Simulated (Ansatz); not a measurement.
Entries from a set of simulations; values are calculated unless marked as measured.

```
! title: Quasiparticle gap of AlP (zincblende (110) film, 5 layers)
! method: G0W0 on LDA, plane waves, PAW; PAW set soft_1 (and 1 further level or step)
! program: Ansatz 0.2.0
! settings of one run: cutoff 420 eV, 4×2×1 k-mesh, PAW set soft 1, empty bands 661, screening cutoff 50 eV, screening contour deformation, QP bands (v3, c3)
! cost: 2 runs, 5.3 min in all on 8 threads of Arm Neoverse V1, shared host (the runs of this entry)
! notes: Values taken over the cell’s volume include its vacuum. The program’s warnings: slots ram shed. The structure was relaxed with LDA (ions only). Limits: coarse mesh for a sheet. From 297 bands and 28 eV to 681 bands and 50 eV the gap moves by 1.679 − 1.550 = +0.129 eV; bands and screening cutoff rise together, so their parts are not told apart. Two runs can’t test a law of convergence, so the limit is not known.
! LDA gap over mesh and path: 0.945 eV, from k = Γ to k = (0.500, 0.000, 0.000)
! G0W0@LDA gap over all 6 irreducible mesh points: 1.679 eV, from k = Γ to k = (-0.500, 0.000, 0.000)
! GW settings: 4×2×1 mesh, 661 empty bands, screening to 50 eV, PAW set soft_1 files
! known limits: finite bands, screening cutoff and k mesh; no spin-orbit coupling in G0W0; screening cutoff under 40 eV in some runs; crude mesh
CELL_PARAMETERS angstrom
3.85444 0.00000 0.00000
0.00000 5.45100 0.00000
0.00000 0.00000 39.20000
ATOMIC_POSITIONS crystal
Al 0.00000 0.05484 0.41356
P 0.50000 0.25777 0.39776
Al 0.50000 0.47676 0.44929
P 0.00000 0.72661 0.45119
Al 0.00000 0.98188 0.50000
P 0.50000 0.23617 0.50000
Al 0.50000 0.47676 0.55071
P 0.00000 0.72661 0.54881
Al 0.00000 0.05484 0.58644
P 0.50000 0.25777 0.60224
```

```
! title: AlP (zincblende (110) film, 3 layers): band gap by G0W0 on LDA
! method: DFT, LDA, plane waves, PAW; PAW set soft_1 (and 1 further level or step)
! program: Ansatz 0.2.0
! settings of one run: cutoff 420 eV, 6×4×1 k-mesh, smearing width 0.02 eV, PAW set soft 1
! cost: 2 runs, 2.3 min in all on 8 threads of Arm Neoverse V1, shared host (the runs of this entry)
! notes: The program’s warnings: xc potential rough in thin density. The structure was relaxed with LDA (ions only). From 235 bands and 28 eV to 545 bands and 50 eV the gap moves by 1.181 − 1.085 = +0.096 eV; bands and screening cutoff rise together, so their parts are not told apart. Two runs can’t test a law of convergence, so the limit is not known. For the G0W0 step: the program marks 1 of the 24 corrected levels as in doubt (Σc rises), neither edge state among them.
! LDA gap over mesh and path: 0.324 eV, from k = (0.000, 0.500, 0.000) to k = (0.500, 0.000, 0.000)
! G0W0@LDA gap over all 6 irreducible mesh points: 1.181 eV, from k = (0.000, -0.500, 0.000) to k = (-0.500, 0.000, 0.000)
! GW settings: 4×2×1 mesh, 533 empty bands, screening to 50 eV, PAW set soft_1 files
! known limits: finite bands, screening cutoff and k mesh; no spin-orbit coupling in G0W0; screening cutoff under 40 eV in some runs; crude mesh
CELL_PARAMETERS angstrom
3.85444 0.00000 0.00000
0.00000 5.45100 0.00000
0.00000 0.00000 31.60000
ATOMIC_POSITIONS crystal
Al 0.00000 0.03835 0.45078
P 0.50000 0.25017 0.43369
Al 0.50000 0.45820 0.50000
P 0.00000 0.71475 0.50000
Al 0.00000 0.03835 0.54922
P 0.50000 0.25017 0.56631
```

[Paths, hosts, dates, memory and timing lines, banners, echoed tables and standing remarks are left out of the program output.]

[Logs are printed without paths, hosts, clocks, repeated set-up lines and the standing remarks that a program may print on its own settings, such as how far it seeks lower states.]

[Runs of the session that timed out or met a known fault of the program may be left out.]

[Cells called generated may have been cut or substituted from an entry of the Crystallography Open Database or the Materials Project.]

[Hosts, paths, dates, database ids (printed as entryN), source tags and the programs' standing remarks are cut or masked in the printed files.]
